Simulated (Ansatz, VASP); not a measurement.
Al2O3 in VASP and in Ansatz

INCAR

```
SYSTEM = Al2O3
PREC = Accurate
ENCUT = 520
EDIFF = 1E-7
ISMEAR = 0
SIGMA = 0.05
LREAL = .FALSE.
LASPH = .TRUE.
NELM = 100
ALGO = Normal
ISIF = 2
LWAVE = .FALSE.
LCHARG = .TRUE.
GGA = PE
IVDW = 12
LELF = .TRUE.
LVHAR = .TRUE.
NBANDS = 20
```

Contents of KPOINTS:

```
regular mesh
0
G
  9 9 4
  0 0 0
```

File POSCAR:

```
Al2O3
1.0
    2.8672039189      0.0000000000      0.0000000000
   -1.4336019595      2.4830714316      0.0000000000
    0.0000000000      0.0000000000      7.2962596973
Al O
2 3
Direct
    0.0000000000      0.0000000000      0.1907358529
    0.0000000000      0.0000000000      0.8092641471
    0.3333333333      0.6666666667      0.2703868429
    0.6666666667      0.3333333333      0.0000000000
    0.3333333333      0.6666666667      0.7296131571
```

Input for Ansatz:

```yaml
crystal:
  lattice:
    - [2.8672039189, 0.0, 0.0]
    - [-1.4336019595, 2.4830714316, 0.0]
    - [0.0, 0.0, 7.2962596973]
  atoms:
    - { symbol: Al, position: [0.0, 0.0, 0.1907358529] }
    - { symbol: Al, position: [0.0, 0.0, 0.8092641471] }
    - { symbol: O, position: [0.3333333333, 0.6666666667, 0.2703868429] }
    - { symbol: O, position: [0.6666666667, 0.3333333333, 0.0] }
    - { symbol: O, position: [0.3333333333, 0.6666666667, 0.7296131571] }
basis:
  ecutwfc: 520.0
kpoints:
  mp_grid: { grid: [9, 9, 4] }
hamiltonian:
  xc: pbe
  pseudopotentials: { kind: paw, azcp: { folder: soft_1 } }
  dispersion: d3bj
scf:
  occupations: { method: gaussian, width: 0.05 }
output:
  forces: true
  stress: true
  eigenvalues: true
  write_density: true
  write_potential: true
  elf: true
  volumetric_format: npy
```

Alike in both runs: task single point; functional PBE; dispersion D3(BJ); k mesh 9 × 9 × 4; occupations gaussian, width 0.05 eV; no spin polarisation.

|  | VASP | Ansatz |
| --- | --- | --- |
| version | VASP 6.6.1 | Ansatz 0.2.0 |
| potentials or method | VASP PAW PBE potentials, release 64 (Al, O) | scalar-relativistic, plane waves, PAW |
| plane-wave cutoff (eV) | 520 | 520 |
| valence electrons in the cell | 24 | 24 |

```tsv
	VASP	Ansatz	Ansatz less VASP
gap on the k mesh at the Fermi level (eV)	4.84	4.85	+0.005
least direct gap on the mesh (eV)	5.04	5.04	+0.004
pressure (GPa)	7.8	7.8	-0.06
largest component of the traceless stress (GPa)	0.80	0.56	-0.234
rms of the force components (eV/Å)	0.864	0.880	+0.0168
```

Atom by atom the forces differ by 0.017 eV/Å (rms over components).

Caveats: an odd mesh through Γ misses points on the zone boundary, where band edges often lie; forces of over 1 eV/Å show positions far from the minimum, so gaps and moduli don't describe the material at rest.
